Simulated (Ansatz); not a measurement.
# SiC (Moissanite 6O SiC): the cost of one run

Program: Ansatz 0.2.0. Level of theory: DFT, PBE, plane-wave PAW, default files, scalar-relativistic, frozen cores. These are calculated values, not measurements.

### 1 The structure to begin with

Symmetry: Cmc2_1, No. 36, orthorhombic system. The conventional cell has a = 3.078 Å, b = 5.335 Å, c = 15.122 Å, α = 90.00°, β = 90.00°, γ = 90.00°. Si (site symmetry m) has 4 C at 1.87 to 1.91 Å as nearest neighbours. Si (site symmetry m) has 4 C at 1.87 to 1.92 Å as nearest neighbours. C (site symmetry m) has 4 Si at 1.87 to 1.92 Å as nearest neighbours. C (site symmetry m) is surrounded by 4 Si at 1.87 to 1.91 Å.

Structure file:

```xyz
12
Lattice="1.5389 -2.6675 0.0000 1.5389 2.6675 0.0000 0.0000 0.0000 15.1219" Properties=species:S:1:pos:R:3 pbc="T T T"
Si    1.5389    1.7750   12.9746
Si    1.5389   -1.7750    5.4136
Si    1.5389   -0.0037    7.9254
Si    1.5389    0.0037    0.3644
Si    1.5389   -1.7910   10.4529
Si    1.5389    1.7910    2.8919
C     1.5389    0.0213    9.8338
C     1.5389   -0.0213    2.2728
C     1.5389    1.8139   14.8452
C     1.5389   -1.8139    7.2842
C     1.5389   -1.7552   12.3516
C     1.5389    1.7552    4.7906
```

The earlier run gave: gap on the mesh 1.88 eV, largest force 0.727 eV/Å, pressure 3.4 GPa.

Like atoms gathered into sites:

| site | atoms | first shell | V_zz (10²¹ V/m²) | η | C_Q (MHz) |
| --- | --- | --- | --- | --- | --- |
| Si1 | 1, 2 | 4 C at 1.87–1.91 Å | 0.74 | 0.47 | – |
| Si3 | 3, 4 | 4 C at 1.87–1.92 Å | 0.70 | 0.87 | – |
| Si5 | 5, 6 | 4 C at 1.87–1.92 Å | 0.95 | 0.92 | – |
| C7 | 7, 8 | 4 Si at 1.87–1.92 Å | 0.30 | 0.19 | – |
| C9 | 9, 10 | 4 Si at 1.87–1.92 Å | 0.11 | 0.28 | – |
| C11 | 11, 12 | 4 Si at 1.87–1.91 Å | 0.075 | 0.48 | – |

Conventions: |V_zz| ≥ |V_yy| ≥ |V_xx|, η = (V_xx − V_yy)/V_zz, C_Q = eQV_zz/h. Q values from Pyykkö, Mol. Phys. 116, 1328 (2018). A dash under C_Q marks elements without a common quadrupolar isotope.

### 2 Z stretched by -3 %, ions relaxed

Contents of input.yaml:

```yaml
crystal:
  lattice:
    - [1.5389, -2.6675, 0.0]
    - [1.5389, 2.6675, 0.0]
    - [0.0, 0.0, 14.668243]
  atoms:
    - { symbol: Si, position: [0.1666621198, 0.8333378802, 0.857721671] }
    - { symbol: Si, position: [0.8333378802, 0.1666621198, 0.357721671] }
    - { symbol: Si, position: [0.5001149755, 0.4998850245, 0.5245068537] }
    - { symbol: Si, position: [0.4998850245, 0.5001149755, 0.0245068537] }
    - { symbol: Si, position: [0.8334421547, 0.1665578453, 0.6912250793] }
    - { symbol: Si, position: [0.1665578453, 0.8334421547, 0.1912250793] }
    - { symbol: C, position: [0.5001801521, 0.4998198479, 0.6498133104] }
    - { symbol: C, position: [0.4998198479, 0.5001801521, 0.1498133104] }
    - { symbol: C, position: [0.1666200546, 0.8333799454, 0.9826819004] }
    - { symbol: C, position: [0.8333799454, 0.1666200546, 0.4826819004] }
    - { symbol: C, position: [0.8333970485, 0.1666029515, 0.8161911851] }
    - { symbol: C, position: [0.1666029515, 0.8333970485, 0.3161911851] }
kpoints:
  mp_grid: { grid: [16, 16, 3] }
scf:
  occupations: { method: fermi_dirac, width: 0.02 }
hamiltonian:
  xc: pbe
  pseudopotentials: { kind: paw, frozen_core: stored }
output:
  forces: true
  stress: true
  populations: true
  efg: {}
relax:
  f_tol: 0.02
  max_steps: 60
```

Started as:

```
ansatz run input.yaml --threads 4 --pin off --max-ram 8192MiB --backend cpu --events-out ev --progress --plain --runs-dir out
```

**Question.** How long does this run take on 4 threads of Intel Xeon Platinum 8488C (Sapphire Rapids), shared host, and how much memory does it need?

About 37 s, with a peak of 0.89 GiB.
